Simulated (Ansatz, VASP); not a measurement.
Two plane-wave programs on P

Contents of INCAR:

```
SYSTEM = P
ALGO     = Normal         ! electronic algorithm
EDIFF    = 1E-6           ! SCF threshold, eV
ENCUT    = 520            ! plane-wave cutoff, eV
GGA      = RP             ! functional
ISIF     = 2              ! what is computed and relaxed
ISMEAR   = -1             ! smearing method
LASPH    = .TRUE.         ! aspherical terms in the spheres
LCHARG   = .FALSE.        ! write CHGCAR
LREAL    = .FALSE.        ! projectors in reciprocal space
LWAVE    = .FALSE.        ! write WAVECAR
NBANDS   = 8              ! bands
NELM     = 100            ! most SCF steps
PREC     = Accurate       ! precision mode
SIGMA    = 0.1            ! smearing width, eV
```

File KPOINTS:

```
k-points
0
G
  14 14 14
  0 0 0
```

File POSCAR:

```
P
1.0
    2.3889400427      0.0000000000      0.0000000000
    0.0000000000      2.3889400427      0.0000000000
    0.0000000000      0.0000000000      2.3889400427
P
1
Direct
    0.0000000000      0.0000000000      0.0000000000
```

Input for Ansatz:

```yaml
crystal:
  lattice:
    - [2.3889400427, 0.0, 0.0]
    - [0.0, 2.3889400427, 0.0]
    - [0.0, 0.0, 2.3889400427]
  atoms:
    - { symbol: P, position: [0.0, 0.0, 0.0] }
hamiltonian:
  xc: rpbe
  pseudopotentials:
    kind: paw
    azcp:
      P: "pseudopotentials/P.paw.azcp"
basis:
  ecutwfc: 420
  fft_grid_basis: typed
kpoints:
  mp_grid: { grid: [14, 14, 14], shift: [0, 0, 0] }
magnetization:
  spin_polarized: false
scf:
  occupations: { method: fermi_dirac, width: 0.1 }
  lower_state_search: "off"
output:
  stress: true
  write_density: true
  write_potential: true
  elf: true
  volumetric_format: npy
```

Alike in both runs: task single point; functional RPBE; k mesh 14 × 14 × 14; occupations fermi-dirac, width 0.1 eV; no spin polarisation.

|  | VASP | Ansatz |
| --- | --- | --- |
| version | VASP 6.6.1 | Ansatz 0.2.0 |
| potentials or method | VASP PAW PBE potentials, release 64 (P) | plane waves (420 eV) with PAW, scalar-relativistic |
| plane-wave cutoff (eV) | 520 | 420 |
| valence electrons in the cell | 5 | 5 |

```csv
,VASP,Ansatz,Ansatz less VASP
pressure (GPa),10.7,11.5,+0.87
```

Caveats: the PAW data sets were made with another functional, which shifts forces and pressure a little (VASP).
